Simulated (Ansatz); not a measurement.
# Ge: the cost of one run

Program: Ansatz 0.2.0. Level of theory: DFT PBE, scalar-relativistic, plane waves, PAW. These are calculated values, not measurements.

## 1. The system as given

It takes space group P6_3/mcm (No. 193, hexagonal). The conventional cell has a = 5.397 Å, b = 5.397 Å, c = 6.369 Å, α = 90.00°, β = 90.00°, γ = 120.00°. Around Ge (site symmetry m2m) lie 6 Ge at 2.54 to 2.57 Å. Ge (site symmetry 32) has 6 Ge at 2.54 Å as nearest neighbours.

As a file:

```cif
data_structure
_symmetry_space_group_name_H-M 'P 1'
_symmetry_Int_Tables_number 1
_cell_length_a 5.3972
_cell_length_b 5.3972
_cell_length_c 6.3691
_cell_angle_alpha 90.000
_cell_angle_beta 90.000
_cell_angle_gamma 120.000
_cell_volume 160.67
loop_
_atom_site_label
_atom_site_type_symbol
_atom_site_fract_x
_atom_site_fract_y
_atom_site_fract_z
_atom_site_occupancy
Ge1 Ge 0.27462 0.00000 0.25000 1
Ge2 Ge 0.00000 0.27462 0.25000 1
Ge3 Ge 0.72538 0.72538 0.25000 1
Ge4 Ge 0.72538 0.00000 0.75000 1
Ge5 Ge 0.00000 0.72538 0.75000 1
Ge6 Ge 0.27462 0.27462 0.75000 1
Ge7 Ge 0.33333 0.66667 0.00000 1
Ge8 Ge 0.66667 0.33333 0.50000 1
Ge9 Ge 0.66667 0.33333 0.00000 1
Ge10 Ge 0.33333 0.66667 0.50000 1
```

The cell is invented: 6-connected net of one element (P6_3/mcm, No. 193). Lengths come from tabulated atomic sizes and are only a guess.

## 2. The guess as it stands, on a coarse mesh

input.yaml

```yaml
crystal:
  lattice:
    - [5.39717693, 0.0, 0.0]
    - [-2.69858846, 4.67409233, 0.0]
    - [0.0, 0.0, 6.36908637]
  atoms:
    - { symbol: Ge, position: [0.27461589, 0.0, 0.25] }
    - { symbol: Ge, position: [0.0, 0.27461589, 0.25] }
    - { symbol: Ge, position: [0.72538411, 0.72538411, 0.25] }
    - { symbol: Ge, position: [0.72538411, 0.0, 0.75] }
    - { symbol: Ge, position: [0.0, 0.72538411, 0.75] }
    - { symbol: Ge, position: [0.27461589, 0.27461589, 0.75] }
    - { symbol: Ge, position: [0.33333333, 0.66666667, 0.0] }
    - { symbol: Ge, position: [0.66666667, 0.33333333, 0.5] }
    - { symbol: Ge, position: [0.66666667, 0.33333333, 0.0] }
    - { symbol: Ge, position: [0.33333333, 0.66666667, 0.5] }
basis:
  ecutwfc: 420
kpoints:
  mp_grid: { grid: [6, 6, 4] }
hamiltonian:
  xc: pbe
scf:
  occupations: { method: gaussian, width: 0.1 }
  lower_state_search: "off"
output:
  forces: true
  stress: true
  eigenvalues: true
```

Launch:

```console
ansatz run input.yaml --threads 1 --pin off --max-ram 2560MiB --backend cpu --events-out ev --progress --plain --runs-dir out
```

What time and memory should one allow on 1 thread of Intel Xeon at 2.50GHz (Skylake/Cascade Lake), shared host?

About 30 s, with a peak of 0.53 GiB.
